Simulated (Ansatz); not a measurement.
## LaH3: pressure and energy above given cell as volume ratio varies

Results calculated with Ansatz 0.2.0, not measured. Plane-wave density functional theory, PAW datasets, Gaussian smearing 0.05 eV: equation of state, the given zero-pressure cell scaled in volume with shape and atoms relaxed.

The cell before it is scaled or strained (space group I4/mmm, No. 139):
```
cell vectors (Å)
  -1.9524     1.9524     2.8059
   1.9524    -1.9524     2.8059
   1.9524     1.9524    -2.8059
atoms (fractions of the cell vectors)
H   0.75000  0.25000  0.50000
H   0.25000  0.75000  0.50000
H   0.50000  0.50000  0.00000
La  0.00000  0.00000  0.00000
```

Settings of every row: functional r2SCAN; exact exchange fraction 0; fraction rule fixed; exchange screening 0 Å⁻¹; dispersion D3(BJ)-ATM; spin treatment none; moment partition spheres; spin axis none; wave cutoff 500 eV; k mesh 8x8x8.

Atom hubbard u: 0 on all atoms.

Limits: a gap on the mesh alone may be smaller or close between its points; no spin-orbit coupling, which matters for these elements; the cell comes from a prototype or a list of computed structures and needn't be the stable phase.

```
row  volume ratio  V (Å³/atom)  pressure (GPa)  energy above given cell (meV per atom)
  1          0.96       10.267            3.65                                    4.73
  2          0.98       10.481            1.74                                    1.15
  3             1       10.695               0                                       0
  4          1.02       10.909               ?                                       ?
  5          1.04       11.123           -3.02                                    4.15
```

Question: what pressure and energy above given cell should row 4 give?

Worked fit of pressure. Take u = (V_r/V)^(2/3) − 1 with V_r = 10.588 Å³ an atom, which is twice the finite (Eulerian) strain; such expansions in the strain, on which the Birch-Murnaghan equation of state is built, carry the rest volume and the bulk modulus. The shown rows have u = 0.02074, 0.00679, -0.00668, -0.03233. Least squares give pressure = 0.85 + 129.04 × u + 289 × u² GPa; a straight line predicts inner rows, each left out in turn, worse (root mean square 0.13 against 0.0016 GPa). All shown rows lie on it to the printed digit. The pressure vanishes at u = -0.0067, or V = 10.7 Å³ an atom, and there the bulk modulus with shape and atoms relaxed is B = −V dP/dV = (2/3)(1 + u) dP/du = 82.9 GPa. The withheld row has u = -0.01971, so the fit gives 0.85 + 129.04 × (-0.01971) + 289 × (-0.01971)² = -1.58 GPa.

The calculation gave -1.58 GPa. The fit meets it to the printed digit.

Worked fit of energy above given cell. Take u = (V_r/V)^(2/3) − 1 with V_r = 10.588 Å³ an atom, which is twice the finite (Eulerian) strain; such expansions in the strain, on which the Birch-Murnaghan equation of state is built, carry the rest volume and the bulk modulus. The shown rows have u = 0.02074, 0.00679, -0.00668, -0.03233. Least squares give energy above given cell = 0.284 + 83.93 × u + 6293.7 × u² meV per atom; a straight line predicts inner rows, each left out in turn, worse (root mean square 2.8 against 0.012 meV per atom). The rows lie off it by 0.00, 0.01, 0.00, 0.00. Its lowest point lies at u = -0.0067, or V = 10.69 Å³ an atom, and the curvature there gives the bulk modulus with shape and atoms relaxed, B = (4/9)(1 + u)² E″(u)/V = 82.7 GPa. The withheld row has u = -0.01971, so the fit gives 0.284 + 83.93 × (-0.01971) + 6293.7 × (-0.01971)² = 1.07 meV per atom.

The calculation gave 1.07 meV per atom. The fit meets it to the printed digit.
